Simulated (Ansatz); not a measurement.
Set up this calculation in Ansatz 0.2.0, as the native input.

```yaml
Task: relaxation of cell and atoms
Functional: revPBE
Potentials_or_basis: Ansatz PAW
Cutoff: "420 eV (not typed: the program's choice for these potentials)"
k_mesh: 9 × 9 × 9
Occupations: fermi-dirac, width 0.05 eV
Spin: collinear spin, ferromagnetic start
Starting_moments: "[4.0, 0.0] μB"
```

Crystal: MnS.

```
CELL_PARAMETERS angstrom
0.00000 2.47346 2.47346
2.47346 0.00000 2.47346
2.47346 2.47346 0.00000
ATOMIC_POSITIONS crystal
Mn 0.00000 0.00000 0.00000
S 0.75000 0.75000 0.75000
```

The cell is a database's computed one.

These files were run (other wordings do the same):

input.yaml

```yaml
crystal:
  lattice:
    - [0.0, 2.4734634191, 2.4734634191]
    - [2.4734634191, 0.0, 2.4734634191]
    - [2.4734634191, 2.4734634191, 0.0]
  atoms:
    - { symbol: Mn, position: [0.0, 0.0, 0.0], spin: 4.0 }
    - { symbol: S, position: [0.75, 0.75, 0.75] }
hamiltonian:
  xc: revpbe
  pseudopotentials: { kind: paw }
magnetization:
  spin_polarized: true
kpoints:
  mp_grid: { grid: [9, 9, 9] }
scf:
  occupations: { method: fermi_dirac, width: 0.05 }
output:
  forces: true
  stress: true
relax:
  f_tol: 0.01
  max_steps: 40
  cell: { stress_tol: 0.05 }
```

Potentials or basis: Ansatz PAW.

Launch:

```bash
$ ansatz run input.yaml --threads 2 --pin off --max-ram 5632MiB --backend cpu --events-out ev --progress --plain --runs-dir out
```

It gave:

The relaxed volume is 15.74 Å³/atom, the relaxed cell is a = 3.544 Å, b = 3.544 Å, c = 3.544 Å, α = 60.00°, β = 60.00°, γ = 60.00° and the space group after relaxing (to 0.05 Å) is F-43m (No. 216). The energy gained by relaxing is 9.9 meV/atom. The ionic steps are 5. The pressure after relaxing is 0.0 GPa and the net moment is 0.25 μB per cell. The absolute moment is 0.27 μB per cell and the site moments are Mn +0.22; S -0.00 μB.

Caveat: the plane-wave basis is chosen anew once the cell has moved, so the energies of steps on either side of that aren't comparable; the moment fell far below its start of 4 μB, so a state of higher moment may lie lower in energy; the PAW data sets come from PBE, with cores solved anew for the run's functional, which leaves a small shift of forces and pressure; the starting moments weren't kept.

Wall time 58 s on 2 threads of Intel(R) Xeon(R) Processor @ 2.50GHz (Skylake/Cascade Lake), on a shared host, peak memory 0.36 GiB.
